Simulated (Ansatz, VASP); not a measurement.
One calculation of SiC, two programs

The input INCAR:

```
SYSTEM = SiC
PREC = Accurate
ENCUT = 520
EDIFF = 1E-6
ISMEAR = 0
SIGMA = 0.05
LREAL = .FALSE.
LASPH = .TRUE.
NELM = 100
ALGO = Normal
ISIF = 2
LWAVE = .FALSE.
LCHARG = .TRUE.
GGA = PE
LELF = .TRUE.
LVHAR = .TRUE.
NBANDS = 16
```

File KPOINTS:

```
Automatic mesh
0
G
  18 18 8
  0 0 0
```

POSCAR

```
SiC
1.0
    3.0760000000      0.0000000000      0.0000000000
   -1.5380000000      2.6638941400      0.0000000000
    0.0000000000      0.0000000000      5.0480000000
Si C
2 2
Direct
    0.3333333300      0.6666666700      0.0000000000
    0.6666666700      0.3333333300      0.5000000000
    0.3333333300      0.6666666700      0.3850000000
    0.6666666700      0.3333333300      0.8850000000
```

Input for Ansatz:

```yaml
crystal:
  lattice:
    - [3.076, 0.0, 0.0]
    - [-1.538, 2.66389414, 0.0]
    - [0.0, 0.0, 5.048]
  atoms:
    - { symbol: Si, position: [0.33333333, 0.66666667, 0.0] }
    - { symbol: Si, position: [0.66666667, 0.33333333, 0.5] }
    - { symbol: C, position: [0.33333333, 0.66666667, 0.385] }
    - { symbol: C, position: [0.66666667, 0.33333333, 0.885] }
basis:
  ecutwfc: 420
kpoints:
  mp_grid: { grid: [18, 18, 8] }
hamiltonian:
  xc: pbe
scf:
  occupations: { method: gaussian, width: 0.05 }
output:
  forces: true
  eigenvalues: true
  eigenstates:
    nscf_kmesh: { grid: [36, 36, 16] }
    top_band: c6
    de_dk: true
    localisation: true
  stress: true
checkpoint:
  write: ck
  compress: false
  write_wavefunctions: false
  write_every: 100000
```

Alike in both runs: task single point; functional PBE; k mesh 18 × 18 × 8; occupations gaussian, width 0.05 eV; no spin polarisation.

|  | VASP | Ansatz |
| --- | --- | --- |
| version | VASP 6.6.1 | Ansatz 0.2.0 |
| potentials or method | VASP PAW PBE potentials, release 64 (Si, C) | scalar-relativistic, plane waves, PAW |
| plane-wave cutoff (eV) | 520 | 420 |
| valence electrons in the cell | 16 | 16 |

```tsv
	VASP	Ansatz	Ansatz less VASP
gap on the k mesh at the Fermi level (eV)	2.32	2.33	+0.003
pressure (GPa)	3.6	3.7	+0.05
largest component of the traceless stress (GPa)	3.22	3.24	+0.020
rms of the force components (eV/Å)	0.435	0.435	-0.0001
```

Atom by atom the forces differ by 0.000 eV/Å (rms over components). With one functional, cell and mesh, what is left measures potentials, basis and numerics.

A k mesh can miss the band edges.
